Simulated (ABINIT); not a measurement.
# SrO (Fm-3m) in ABINIT: settings compared

The runs below take SrO through single point, with PBE, r2SCAN, PBEsol.

All numbers are computed with ABINIT 10.8.3 (patched build); they aren't measurements. Logs are shortened: lines on timing, memory, paths and dates and some standing lists are left out, and cuts for length are marked. The log counts tension as positive stress, the text compression.

## Step 1: Starting point

The structure is cubic, space group Fm-3m (No. 225). Conventional cell: a = 5.133 Å, b = 5.133 Å, c = 5.133 Å, α = 90.00°, β = 90.00°, γ = 90.00°. Around Sr (site symmetry m-3m) lie 6 O at 2.57 Å. O (site symmetry m-3m) is surrounded by 6 Sr at 2.57 Å.

## Step 2: Single point, PBE

Contents of run.abi:

```
# Pseudopotentials
pp_dirpath "./"
pseudos "Sr.GGA_PBE-JTH.xml, O.GGA_PBE-JTH.xml"

# Structure
acell 3*1.0 Angstrom
rprim
     0.0000000000     2.5663000000     2.5663000000
     2.5663000000     0.0000000000     2.5663000000
     2.5663000000     2.5663000000     0.0000000000
ntypat 2
znucl 38 8
natom 2
typat 1 2
xred
     0.5000000000     0.5000000000     0.5000000000
     0.0000000000     0.0000000000     0.0000000000

# Plane-wave basis
ecut 625.861884 eV
pawecutdg 45.0

# k points
kptopt 1
ngkpt 5 5 5
nshiftk 1
shiftk 0.0 0.0 0.0

# Exchange and correlation
ixc 11

# Bands and occupations
nband 12
occopt 3
tsmear 0.00183747

# SCF cycle
nstep 100
tolvrs 1.0e-9

# Output
iomode 3
prtwf 0
prteig 0
prtebands 0
enunit 1
prtvol 2
prtden 1
prtvha 1
prtvclmb 1
prtpot 1
```

Potentials or basis: JTH PAW PBE v2.0.

The run is started by

```console
$ abinit run.abi > log 2>&1
```

run.abo:

```text
.Version 10.8.3 of ABINIT
 Symmetries : space group Fm -3 m (#225); Bravais cF (face-center cubic)
================================================================================
 Values of the parameters that define the memory need of the present run
     intxc =       0    ionmov =       0      iscf =      17    lmnmax =      18
     lnmax =       6     mgfft =      30  mpssoang =       3    mqgrid =    3001
     natom =       2  nloc_mem =       2    nspden =       1   nspinor =       1
    nsppol =       1      nsym =      48    n1xccc =       1    ntypat =       2
    occopt =       3   xclevel =       2
       mpw =        1215          nfft =       27000          nkpt =          10
 PAW method is used; the additional fine FFT grid is defined by:
   mgfftf=        45    nfftf =     91125
================================================================================
================================================================================

--------------------------------------------------------------------------------
------------- Echo of variables that govern the present computation ------------
--------------------------------------------------------------------------------
 -outvars: echo values of preprocessed input variables --------
            acell      1.8897261259E+00  1.8897261259E+00  1.8897261259E+00 Bohr
              amu      8.76200000E+01  1.59994000E+01
             ecut      2.30000000E+01 Hartree
           enunit           1
              ixc          11
         kptrlatt        5    0    0      0    5    0      0    0    5
          kptrlen      3.42918799E+01
            natom           2
            nband          12
            ngfft          30      30      30
          ngfftdg          45      45      45
             nkpt          10
            nstep         100
             nsym          48
           ntypat           2
           occopt           3
        pawecutdg      4.50000000E+01 Hartree
         pawxcdev           0
        prtebands           0
           prteig           0
           prtpot           1
         prtvclmb           1
           prtvha           1
           prtvol           2
            prtwf           0
            rprim      0.0000000000E+00  2.5663000000E+00  2.5663000000E+00
                       2.5663000000E+00  0.0000000000E+00  2.5663000000E+00
                       2.5663000000E+00  2.5663000000E+00  0.0000000000E+00
          spgroup         225
           tolvrs      1.00000000E-09
           tsmear      1.83747000E-03 Hartree
            typat      1  2
           useylm           1
           xangst      2.5663000000E+00  2.5663000000E+00  2.5663000000E+00
                       0.0000000000E+00  0.0000000000E+00  0.0000000000E+00
            xcart      4.8496041569E+00  4.8496041569E+00  4.8496041569E+00
[... 194 lines left out ...]
   9.53047   10.19531   12.48759   12.48759
 kpt#   5, nband= 12, wtk=  0.19200, kpt=  0.4000  0.2000  0.0000 (reduced coord)
 -27.50325  -11.44648   -9.51164   -9.46630   -8.62060    3.25665    3.98528    4.16478
   9.61116   11.86400   13.67099   13.86278
 kpt#   6, nband= 12, wtk=  0.19200, kpt= -0.4000  0.2000  0.0000 (reduced coord)
 -27.47624  -11.65505   -9.67577   -9.40935   -8.40456    3.00176    3.69934    3.93649
  11.10605   11.71349   13.80693   14.04189
 kpt#   7, nband= 12, wtk=  0.09600, kpt= -0.2000  0.2000  0.0000 (reduced coord)
 -27.52864  -11.47299   -9.56028   -9.30290   -8.40189    3.08601    3.72411    4.33474
  10.54145   11.36120   12.28522   13.21338
 kpt#   8, nband= 12, wtk=  0.04800, kpt=  0.4000  0.4000  0.0000 (reduced coord)
 -27.46968  -10.88786   -9.60507   -9.60507   -9.58409    3.94207    4.56241    4.56241
   8.15473   12.15683   14.69797   15.11349
 kpt#   9, nband= 12, wtk=  0.09600, kpt= -0.4000  0.4000  0.0000 (reduced coord)
 -27.45291  -10.98086  -10.13693   -9.57159   -9.05863    3.96654    4.23024    4.24586
   8.98821   13.09719   13.23782   15.21967
 kpt#  10, nband= 12, wtk=  0.19200, kpt= -0.4000  0.4000  0.2000 (reduced coord)
 -27.46187  -11.27307   -9.81514   -9.74519   -8.68978    3.49743    3.98032    4.28382
   9.99591   11.73937   13.46572   15.09831
 Total charge density [el/Bohr^3]
)     Maximum=    1.0469E+00  at reduced coord.    0.0000    0.0000    0.0000
)Next maximum=    1.0444E+00  at reduced coord.    0.0000    0.0222    0.9778
)     Minimum=    3.9429E-03  at reduced coord.    0.2444    0.2444    0.2444
)Next minimum=    3.9429E-03  at reduced coord.    0.2667    0.2444    0.2444
   Integrated=    1.6000E+01

--- !EnergyTerms
iteration_state     : {dtset: 1, }
comment             : Components of total free energy in Hartree
kinetic             :  1.70855859180421E+01
hartree             :  8.58836708144725E+00
xc                  : -9.92004727003066E+00
Ewald energy        : -3.88850906101932E+01
psp_core            :  1.95772544944477E+00
local_psp           : -3.11230063275754E+01
PAW spherical_terms :  4.98223764947363E+00
internal            : -4.73142281093915E+01
'-kT*entropy'       :  7.80972259872672E-16
total_energy        : -4.73142281093915E+01
total_energy_eV     : -1.28748573601510E+03
...

--- !EnergyTermsDC
iteration_state     : {dtset: 1, }
comment             : '"Double-counting" decomposition of free energy'
band_energy         : -4.05108084984055E+00
Ewald energy        : -3.88850906101932E+01
psp_core            :  1.95772544944477E+00
xc_dc               : -7.71345876726268E+00
PAW spherical_terms :  1.37767818077074E+00
internal            : -4.73142265970809E+01
'-kT*entropy'       :  7.80972259872672E-16
total_energy_dc     : -4.73142265970809E+01
total_energy_dc_eV  : -1.28748569486304E+03
...

--- !EnergyTermsWithPAWCore
iteration_state     : {dtset: 1, }
comment             : 'Components of total free energy, including PAW core contributions'
Total energy        : -3.25493664539682E+03
Total energy DC     : -3.25493664388451E+03
Total energy (eV)   : -8.85713382640905E+04
Total energy DC (eV): -8.85713382229385E+04
...

 Cartesian components of stress tensor (hartree/bohr^3)
  sigma(1 1)= -1.03684413E-04  sigma(3 2)=  0.00000000E+00
  sigma(2 2)= -1.03684413E-04  sigma(3 1)=  0.00000000E+00
  sigma(3 3)= -1.03684413E-04  sigma(2 1)=  0.00000000E+00

-Cartesian components of stress tensor (GPa)         [Pressure=  3.0505E+00 GPa]
- sigma(1 1)= -3.05050076E+00  sigma(3 2)=  0.00000000E+00
- sigma(2 2)= -3.05050076E+00  sigma(3 1)=  0.00000000E+00
- sigma(3 3)= -3.05050076E+00  sigma(2 1)=  0.00000000E+00

== END DATASET(S) ==============================================================
================================================================================

 -outvars: echo values of variables after computation  --------
            acell      1.8897261259E+00  1.8897261259E+00  1.8897261259E+00 Bohr
           etotal     -4.7314226597E+01
            fcart     -0.0000000000E+00 -0.0000000000E+00 -0.0000000000E+00
                      -0.0000000000E+00 -0.0000000000E+00 -0.0000000000E+00
            rprim      0.0000000000E+00  2.5663000000E+00  2.5663000000E+00
                       2.5663000000E+00  0.0000000000E+00  2.5663000000E+00
                       2.5663000000E+00  2.5663000000E+00  0.0000000000E+00
           strten     -1.0368441337E-04 -1.0368441337E-04 -1.0368441337E-04
                       0.0000000000E+00  0.0000000000E+00  0.0000000000E+00
           xangst      2.5663000000E+00  2.5663000000E+00  2.5663000000E+00
                       0.0000000000E+00  0.0000000000E+00  0.0000000000E+00
             xred      5.0000000000E-01  5.0000000000E-01  5.0000000000E-01
                       0.0000000000E+00  0.0000000000E+00  0.0000000000E+00
 Calculation completed.
```

It took 7.7 s on 1 thread of Arm Neoverse V1, shared host; peak memory 0.1 GiB.

What came out:

- Free energy: -1287.4857 eV
- Pressure: 3.1 GPa
- Band gap on the k mesh: 3.50 eV, indirect (least direct gap 3.59 eV)
- Valence electrons inside the program's atomic spheres: Sr 7.36; O 4.52

Levels at points of the mesh, in eV from the valence-band top:
| k point | band 4 | band 5 | band 6 | band 7 | band 8 | band 9 | band 10 | band 11 | band 12 |
| --- | --- | --- | --- | --- | --- | --- | --- | --- | --- |
| (0.00, 0.00, 0.00) | -13.93 | -13.93 | 0.00 | 0.00 | 0.00 | 4.05 | 6.27 | 6.27 | 6.27 |

Caveat: the k mesh is coarse (spacing up to 0.42 Å⁻¹), so the values aren't converged; an odd mesh through Γ misses points on the zone boundary, where band edges often lie. A hybrid or GW would open this gap; PBE tends to underestimate it.

## Step 3: Single point, r2SCAN

Contents of run.abi:

```
pp_dirpath "./"
pseudos "Sr.GGA_PBE-JTH.xml, O.GGA_PBE-JTH.xml"

acell 3*1.0 Angstrom
rprim
     0.0000000000     2.5663000000     2.5663000000
     2.5663000000     0.0000000000     2.5663000000
     2.5663000000     2.5663000000     0.0000000000
ntypat 2
znucl 38 8
natom 2
typat 1 2
xcart
     2.5663000000     2.5663000000     2.5663000000
     0.0000000000     0.0000000000     0.0000000000 Angstrom

ecut 761.918815 eV
pawecutdg 50.0

kptopt 1
ngkpt 4 4 4
nshiftk 1
shiftk 0.0 0.0 0.0

ixc -497498
usekden 1
pawxcdev 0

nband 12
occopt 3
tsmear 0.05 eV

nstep 100
tolvrs 1.0e-7

iomode 3
prtwf 0
prtden 0
prteig 0
prtebands 0
```

Potentials or basis: JTH PAW PBE v2.0.

The run is started by

```console
$ abinit run.abi > log 2>&1
```

Run time: 27 s. Hardware: 1 thread of Arm Neoverse V1, shared host; peak memory 0.13 GiB.

It converged, with:

```yaml
Free_energy: -946.4177 eV
Pressure: 1.1 GPa
Band_gap_on_the_k_mesh: 3.79 eV, indirect (least direct gap 3.86 eV)
Valence_electrons_inside_the_program's_atomic_spheres: Sr 7.35; O 4.54
```

Levels at points of the mesh, in eV from the valence-band top:
```
           k point  band 5  band 6  band 7  band 8  band 9  band 10  band 11  band 12
(0.00, 0.00, 0.00)  -14.34    0.00    0.00    0.00    4.71     6.85     6.85     6.85
(0.50, 0.00, 0.00)  -13.36   -2.10   -1.11   -1.11    7.18     9.07     9.58     9.58
(0.50, 0.50, 0.00)  -14.71   -0.39   -0.07   -0.07    3.79     8.62    11.05    11.11
```

Caveat: the k mesh is coarse (spacing up to 0.53 Å⁻¹), so the values aren't converged; totals of a meta-GGA on PAW files have another zero than those of a GGA; the PAW data sets were made with another functional, which shifts forces and pressure a little.

## Step 4: Single point, PBE

Contents of run.abi:

```
# Pseudopotentials
pp_dirpath "./"
pseudos "Sr.GGA_PBE-JTH.xml, O.GGA_PBE-JTH.xml"

# Structure
acell 3.6292962651 3.6292962651 3.6292962651 Angstrom
rprim
     0.0000000000     0.7071067812     0.7071067812
     0.7071067812     0.0000000000     0.7071067812
     0.7071067812     0.7071067812     0.0000000000
ntypat 2
znucl 38 8
natom 2
typat 1 2
xred
     0.5000000000     0.5000000000     0.5000000000
     0.0000000000     0.0000000000     0.0000000000

# Plane-wave basis
ecut 23.0
pawecutdg 45.0

# k points
kptopt 1
ngkpt 4 4 4
nshiftk 1
shiftk 0.0 0.0 0.0

# Exchange and correlation
ixc 11

# Bands and occupations
nband 12
occopt 3
tsmear 0.05 eV

# SCF cycle
nstep 100
tolvrs 1.0e-9

# Output
iomode 3
prtwf 0
prtden 0
prteig 0
prtebands 0
prtvol 2
```

The run is started by

```console
$ abinit run.abi > log 2>&1
```

Wall time 6.3 s (1 thread of Arm Neoverse V1, shared host); peak memory 0.11 GiB.

It converged, with:

| Item | Value |
| --- | --- |
| Free energy | -1287.4828 eV |
| Pressure | 3.1 GPa |
| Band gap on the k mesh | 3.30 eV, indirect (least direct gap 3.38 eV) |
| Valence electrons inside the program's atomic spheres | Sr 7.36; O 4.52 |

Levels at points of the mesh, in eV from the valence-band top:
| k point | band 5 | band 6 | band 7 | band 8 | band 9 | band 10 | band 11 | band 12 |
| --- | --- | --- | --- | --- | --- | --- | --- | --- |
| (0.00, 0.00, 0.00) | -13.93 | 0.00 | 0.00 | 0.00 | 4.04 | 6.27 | 6.27 | 6.27 |
| (0.50, 0.00, 0.00) | -12.77 | -2.15 | -1.12 | -1.12 | 6.61 | 8.45 | 8.93 | 8.93 |
| (0.50, 0.50, 0.00) | -14.31 | -0.40 | -0.07 | -0.07 | 3.30 | 7.88 | 10.26 | 10.38 |

Caveat: the k mesh is coarse (spacing up to 0.53 Å⁻¹), so the values aren't converged. Expect the measured gap to be larger: semilocal functionals such as PBE lack the derivative discontinuity.

## Step 5: Single point, PBEsol

run.abi: that of step 4 with these lines changed.

```diff
@@ -24,3 +24,3 @@
 kptopt 1
-ngkpt 4 4 4
+ngkpt 7 7 7
 nshiftk 1
@@ -29,3 +29,3 @@
 # Exchange and correlation
-ixc 11
+ixc -116133
 
@@ -34,3 +34,3 @@
 occopt 3
-tsmear 0.05 eV
+tsmear 0.00183747
 
@@ -46,2 +46,2 @@
 prtebands 0
-prtvol 2
+enunit 2
```

Potentials or basis: JTH PAW PBE v2.0.

The run is started by

```console
$ abinit run.abi > log 2>&1
```

run.abo:

```text
.Version 10.8.3 of ABINIT
 Symmetries : space group Fm -3 m (#225); Bravais cF (face-center cubic)
================================================================================
 Values of the parameters that define the memory need of the present run
     intxc =       0    ionmov =       0      iscf =      17    lmnmax =      18
     lnmax =       6     mgfft =      30  mpssoang =       3    mqgrid =    3001
     natom =       2  nloc_mem =       2    nspden =       1   nspinor =       1
    nsppol =       1      nsym =      48    n1xccc =       1    ntypat =       2
    occopt =       3   xclevel =       2
       mpw =        1222          nfft =       27000          nkpt =          20
 PAW method is used; the additional fine FFT grid is defined by:
   mgfftf=        45    nfftf =     91125
================================================================================
================================================================================

--------------------------------------------------------------------------------
------------- Echo of variables that govern the present computation ------------
--------------------------------------------------------------------------------
 -outvars: echo values of preprocessed input variables --------
            acell      6.8583759708E+00  6.8583759708E+00  6.8583759708E+00 Bohr
              amu      8.76200000E+01  1.59994000E+01
             ecut      2.30000000E+01 Hartree
           enunit           2
              ixc     -116133
         kptrlatt        7    0    0      0    7    0      0    0    7
          kptrlen      4.80086318E+01
            natom           2
            nband          12
            ngfft          30      30      30
          ngfftdg          45      45      45
             nkpt          20
            nstep         100
             nsym          48
           ntypat           2
           occopt           3
        pawecutdg      4.50000000E+01 Hartree
         pawxcdev           0
           prtden           0
        prtebands           0
           prteig           0
            prtwf           0
            rprim      0.0000000000E+00  7.0710678120E-01  7.0710678120E-01
                       7.0710678120E-01  0.0000000000E+00  7.0710678120E-01
                       7.0710678120E-01  7.0710678120E-01  0.0000000000E+00
          spgroup         225
           tolvrs      1.00000000E-09
[... 157 lines left out ...]
   0.30773    0.39347    0.39347    0.39347
      occupation numbers for kpt#   1
   2.00000    2.00000    2.00000    2.00000    2.00000    2.00000    2.00000    2.00000
   0.00000    0.00000    0.00000    0.00000
 prteigrs : prtvol=0 or 1, do not print more k-points.

 Fermi (or HOMO) energy (eV) =   6.07198   Average Vxc (eV)= -10.43805
 Eigenvalues (   eV  ) for nkpt=  20  k points:
 kpt#   1, nband= 12, wtk=  0.00292, kpt=  0.0000  0.0000  0.0000 (reduced coord)
 -27.65932  -10.49772   -9.30816   -9.30816   -9.30816    4.48494    4.48494    4.48494
   8.37375   10.70697   10.70697   10.70697
 prteigrs : prtvol=0 or 1, do not print more k-points.

--- !EnergyTerms
iteration_state     : {dtset: 1, }
comment             : Components of total free energy in Hartree
kinetic             :  1.70277829433183E+01
hartree             :  8.51542406786032E+00
xc                  : -9.79788060712867E+00
Ewald energy        : -3.88850906096471E+01
psp_core            :  1.95772544936229E+00
local_psp           : -3.10038984950276E+01
PAW spherical_terms :  4.93480845276444E+00
internal            : -4.72511287984980E+01
'-kT*entropy'       :  1.25327346604707E-15
total_energy        : -4.72511287984980E+01
total_energy_eV     : -1.28576871629452E+03
...

--- !EnergyTermsDC
iteration_state     : {dtset: 1, }
comment             : '"Double-counting" decomposition of free energy'
band_energy         : -4.11171175992076E+00
Ewald energy        : -3.88850906096471E+01
psp_core            :  1.95772544936229E+00
xc_dc               : -7.59343860207444E+00
PAW spherical_terms :  1.38138896398107E+00
internal            : -4.72511265582990E+01
'-kT*entropy'       :  1.25327346604707E-15
total_energy_dc     : -4.72511265582990E+01
total_energy_dc_eV  : -1.28576865533560E+03
...

--- !EnergyTermsWithPAWCore
iteration_state     : {dtset: 1, }
comment             : 'Components of total free energy, including PAW core contributions'
Total energy        : -3.25279075959222E+03
Total energy DC     : -3.25279075735202E+03
Total energy (eV)   : -8.85129457366219E+04
Total energy DC (eV): -8.85129456756629E+04
...

 Cartesian components of stress tensor (hartree/bohr^3)
  sigma(1 1)=  2.66270936E-05  sigma(3 2)=  0.00000000E+00
  sigma(2 2)=  2.66270936E-05  sigma(3 1)=  0.00000000E+00
  sigma(3 3)=  2.66270936E-05  sigma(2 1)=  0.00000000E+00

-Cartesian components of stress tensor (GPa)         [Pressure= -7.8340E-01 GPa]
- sigma(1 1)=  7.83396140E-01  sigma(3 2)=  0.00000000E+00
- sigma(2 2)=  7.83396140E-01  sigma(3 1)=  0.00000000E+00
- sigma(3 3)=  7.83396140E-01  sigma(2 1)=  0.00000000E+00

== END DATASET(S) ==============================================================
================================================================================

 -outvars: echo values of variables after computation  --------
            acell      6.8583759708E+00  6.8583759708E+00  6.8583759708E+00 Bohr
           etotal     -4.7251126558E+01
            fcart     -0.0000000000E+00 -0.0000000000E+00 -0.0000000000E+00
                      -0.0000000000E+00 -0.0000000000E+00 -0.0000000000E+00
            rprim      0.0000000000E+00  7.0710678120E-01  7.0710678120E-01
                       7.0710678120E-01  0.0000000000E+00  7.0710678120E-01
                       7.0710678120E-01  7.0710678120E-01  0.0000000000E+00
           strten      2.6627093593E-05  2.6627093593E-05  2.6627093593E-05
                       0.0000000000E+00  0.0000000000E+00  0.0000000000E+00
           xangst      2.5663000000E+00  2.5663000000E+00  2.5663000000E+00
                       0.0000000000E+00  0.0000000000E+00  0.0000000000E+00
             xred      5.0000000000E-01  5.0000000000E-01  5.0000000000E-01
                       0.0000000000E+00  0.0000000000E+00  0.0000000000E+00
 Calculation completed.
```

Run time: 16 s. Hardware: 1 thread of Arm Neoverse V1, shared host; peak memory 0.11 GiB.

What came out:

| Quantity | Value |
| --- | --- |
| Free energy | -1285.7687 eV |
| Pressure | -0.8 GPa |
| Band gap on the k mesh | 3.29 eV, indirect (least direct gap 3.38 eV) |
| Valence electrons inside the program's atomic spheres | Sr 7.35; O 4.49 |

Caveat: the PAW data sets were made with another functional, which shifts forces and pressure a little; an odd mesh through Γ misses points on the zone boundary, where band edges often lie.

## Step 6: Summary

```tsv
level	k mesh	cutoff (eV)	fine-grid cutoff	mesh quality	gap on the mesh (eV)	pressure (GPa)
PBE	5 × 5 × 5	626	1224.51 eV	coarse	3.50	3.1
r2SCAN	4 × 4 × 4	762	1360.57 eV	coarse	3.79	1.1
PBE	4 × 4 × 4	626	1224.51 eV	coarse	3.30	3.1
PBEsol	7 × 7 × 7	626	1224.51 eV	not flagged	3.29	-0.8
```

Alike in all rows: task single point; potentials or basis JTH PAW PBE v2.0; no spin polarisation; cell as given; smearing fermi-dirac 0.05 eV.

Caveats: some runs use coarse meshes; an odd mesh through Γ misses points on the zone boundary, where band edges often lie (some runs); the PAW data sets were made with another functional, which shifts forces and pressure a little (some runs); totals of a meta-GGA on PAW files have another zero than those of a GGA (some runs).

Total energies depend on the potentials used, so only differences within one code and one set of settings carry meaning.
